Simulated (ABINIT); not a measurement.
The system is KI.

```
CELL_PARAMETERS angstrom
0.00000 3.53277 3.53277
3.53277 0.00000 3.53277
3.53277 3.53277 0.00000
ATOMIC_POSITIONS crystal
I 0.50000 0.50000 0.50000
K 0.00000 0.00000 0.00000
```

Base run:

- Program: ABINIT 10.8.3 (patched build)
- Functional: PBE
- Potentials or basis: Ansatz NC PBE
- Cutoff: 707 eV
- k mesh: 5 × 5 × 5
- Occupations: fermi-dirac, width 0.05 eV
- Spin: no spin polarisation

Its results: band gap on the k mesh 3.96 eV, direct.

Q: The run is repeated on the same cell with these changes: functional from PBE to LDA; potentials or basis from Ansatz NC PBE to PseudoDojo NC SR LDA v0.4.1 standard; cutoff from 707 eV to 735 eV. What comes out?

A: Band gap on the k mesh 3.60 eV, direct.

Caveats: spin-orbit coupling is left out, which moves the levels of the heavy elements.

